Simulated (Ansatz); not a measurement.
ZnTe in the zinc blende structure (space group F-43m, No. 216)

Space group F-43m (No. 216); a = 6.1792 Å, b = 6.1792 Å, c = 6.1792 Å, α = 90.00°, β = 90.00°, γ = 90.00°

```json
[
 {"atom": "Te", "site": "4c", "symmetry": "-43m", "x": "0.2500", "y": "0.2500", "z": "0.2500"},
 {"atom": "Zn", "site": "4a", "symmetry": "-43m", "x": "0.0000", "y": "0.0000", "z": "0.0000"}
]
```
(The calculation used a cell of 2 atoms; values per cell refer to that cell.)

Level of theory: PBE (Ansatz, a quantum-chemistry and plane-wave program; PAW; 420 eV plane waves; no spin-orbit coupling), earlier PAW set. Γ-centred 9×9×9 mesh, Fermi–Dirac width 0.05 eV.

```json
{
  "volume_per_atom": "29.49 Å³",
  "density": "5.43 g/cm³",
  "band_gap": "1.07 eV, direct at Γ",
  "electron_mass": "0.077 mₑ",
  "Hole mass (degenerate bands, along [100])": "0.077, 0.48, 0.48 mₑ",
  "Lowest conduction-band minima above the VBM": "Γ 1.07 eV; L along ⟨111⟩ 1.73 eV; a point along ⟨100⟩, about 0.9 Å⁻¹ from Γ 2.28 eV",
  "total_energy": "-5150.011 eV/atom (σ→0; compares only within this code and set-up)"
}
```

Spin-orbit coupling, missing from the scalar runs, can matter with Te. Masses are band curvatures over ±0.01 Å⁻¹ around the edge. Whether these cells are dynamically stable was not tested.
